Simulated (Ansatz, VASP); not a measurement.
One calculation of Zn, two programs

```
Zn
1.0
     0.00000    1.80025    2.34032
     1.80025    0.00000    2.34032
     1.80025    1.80025    0.00000
Zn
1
Direct
  0.00000 0.00000 0.00000
```

Alike in both runs: task single point; functional PBE; k mesh 22 × 22 × 22; occupations gaussian, width 0.15 eV; no spin polarisation.

```csv
,VASP,Ansatz
version,VASP 6.6.1,Ansatz 0.2.0
potentials or method,"VASP PAW PBE potentials, release 64 (Zn)","scalar-relativistic, plane waves, PAW"
plane-wave cutoff (eV),520,420
valence electrons in the cell,12,12
```

```tsv
	VASP	Ansatz	Ansatz less VASP
gap on the k mesh at the Fermi level (eV)	none	none	-
pressure (GPa)	4.6	4.2	-0.38
largest component of the traceless stress (GPa)	6.77	6.65	-0.124
```

A gap of «none» marks a metal or a gap that the smearing closes.
